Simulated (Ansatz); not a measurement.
## HfO$_{2}$ (Fm-3m): G0W0 and the choice of datasets

```
CELL_PARAMETERS angstrom
0.00000 2.46558 2.46558
2.46558 0.00000 2.46558
2.46558 2.46558 0.00000
ATOMIC_POSITIONS crystal
Hf 0.00000 0.00000 0.00000
O 0.25000 0.25000 0.25000
O 0.75000 0.75000 0.75000
```

Held fixed (Ansatz):

| Item | Value |
| --- | --- |
| orbitals | PBE |
| k mesh | 4×4×4 |
| empty bands | 193 |
| response cutoff | 200 eV |
| frequencies | contour deformation |
| q → 0 term | analytic weight of Carrier, Rohra and Görling |
| band sums | cut at the band count |
| spin-orbit coupling | off |

The gap is read direct at k = (0, -0.5, -0.5), linearised, between the Kohn-Sham band edges among the points solved. The direct gap is read between the top filled and lowest empty Kohn-Sham band at Γ. ε∞ is the electronic dielectric constant on this mesh.

```tsv
datasets, wave cutoff	KS gap (eV)	G0W0 gap (eV)	direct at Γ (eV)	ε∞
all-electron, 3630 eV	3.97	5.45	6.33	5.1
hard PAW, 700 eV	3.97	5.43	6.31	5.1
hand-made PAW, accurate, 900 eV	3.97	5.47	6.36	5.1
hand-made PAW, 930 eV	3.97	5.47	6.36	5.1
JTH PAW, 700 eV	4.03	5.56	6.49	5.0
soft PAW (1st gen.), 420 eV	3.98	5.43	6.32	5.1
norm-conserving, 1240 eV	4.03	5.49	6.43	5.0
```

Farthest from all-electron, 3630 eV in the G0W0 gap: JTH PAW, 700 eV (+0.12 eV). The nearest differs by 0.016 eV.

The cell is a model at fixed atoms and needn't be the relaxed known crystal. Soft PAW datasets can miss an all-electron G0W0 gap by more than 5 %. With norm-conserving pseudopotentials the core–valence exchange is only approximate, which can shift gaps by tenths of an eV and RPA lattice constants by most of a per cent. Points k are given in fractions of the reciprocal vectors. The mesh is coarse, so these are values at the stated settings, not converged ones. Band sums or response are cut, so the gap isn't at its basis limit. The gap is read on the mesh, and the crystal's band edges can lie off it. Meshes this coarse can overestimate the dielectric constant by a tenth and more.
